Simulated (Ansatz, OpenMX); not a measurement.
This is a calculation of HfO2 for Ansatz 0.2.0. Measurements of this composition are mostly on another form, of space group No. 14.

File input.yaml:

```yaml
crystal:
  lattice:
    - [0.0, 2.5575, 2.5575]
    - [2.5575, 0.0, 2.5575]
    - [2.5575, 2.5575, 0.0]
  atoms:
    - { symbol: Hf, position: [0.0, 0.0, 0.0] }
    - { symbol: O, position: [0.75, 0.75, 0.75] }
    - { symbol: O, position: [0.25, 0.25, 0.25] }
hamiltonian:
  xc: pbe
  pseudopotentials: { kind: paw }
kpoints:
  mp_grid: { grid: [9, 9, 9] }
scf:
  occupations: { method: fermi_dirac, width: 0.05 }
output:
  forces: true
  stress: true
  eigenvalues: true
```

Potentials or basis: Ansatz PAW.

Launch:

```sh
$ ansatz run input.yaml --threads 1 --pin off --max-ram 3584MiB --backend cpu --events-out ev --progress --plain --runs-dir out
```

Question: Set up the same calculation for OpenMX 3.8.5. Potentials or basis there: OpenMX 2013 PBE set, Hf7.0-s3p2d2f1, O6.0-s2p2d1, grid cutoff 350 Ry.

Answer: As run (cutoffs and basis follow the program's own potentials, and thresholds, step limits or extra output files can differ):

HfO2.dat

```
System.CurrrentDirectory             ./
System.Name                          HfO2
DATA.PATH                            ./DFT_DATA13
level.of.stdout                      1
level.of.fileout                     0
Species.Number                       2
<Definition.of.Atomic.Species
  Hf  Hf7.0-s3p2d2f1         Hf_PBE13
  O   O6.0-s2p2d1            O_PBE13
Definition.of.Atomic.Species>

Atoms.Number                         3
Atoms.SpeciesAndCoordinates.Unit     FRAC
<Atoms.SpeciesAndCoordinates
    1  Hf    0.0000000000    0.0000000000    0.0000000000   6.000  6.000
    2  O     0.7500000000    0.7500000000    0.7500000000   3.000  3.000
    3  O     0.2500000000    0.2500000000    0.2500000000   3.000  3.000
Atoms.SpeciesAndCoordinates>

Atoms.UnitVectors.Unit               Ang
<Atoms.UnitVectors
     0.0000000000    2.5575000000    2.5575000000
     2.5575000000    0.0000000000    2.5575000000
     2.5575000000    2.5575000000    0.0000000000
Atoms.UnitVectors>

scf.XcType                           GGA-PBE
scf.SpinPolarization                 off
scf.ElectronicTemperature            580.226
scf.energycutoff                     350.0
scf.maxIter                          100
scf.EigenvalueSolver                 band
scf.Kgrid                            9 9 9
scf.Mixing.Type                      rmm-diisk
scf.Init.Mixing.Weight               0.05
scf.Min.Mixing.Weight                0.001
scf.Max.Mixing.Weight                0.3
scf.Mixing.History                   25
scf.Mixing.StartPulay                8
scf.criterion                        1.0e-8
scf.stress.tensor                    on
MD.Type                              nomd
```

Potentials or basis: OpenMX 2013 PBE set, Hf7.0-s3p2d2f1, O6.0-s2p2d1, grid cutoff 350 Ry.

Run with:

```bash
$ openmx HfO2.dat -nt 1 > HfO2.std
```

Both were run:

|  | Ansatz | OpenMX |
| --- | --- | --- |
| Pressure | -2.5 GPa | -6.3 GPa |

Ansatz's pressure holds a Pulay term of +0.86 GPa for its cutoff of 420 eV, which the other run lacks.

The potentials hold 38 and 24 valence electrons a cell.

Where Ansatz's input types no cutoff or centring, it takes its own default and a Γ-centred mesh.

The two runs disagree by more than potentials and bases usually give (in gap, levels, pressure or energy); the cause wasn't traced.

Pressure is positive in compression.
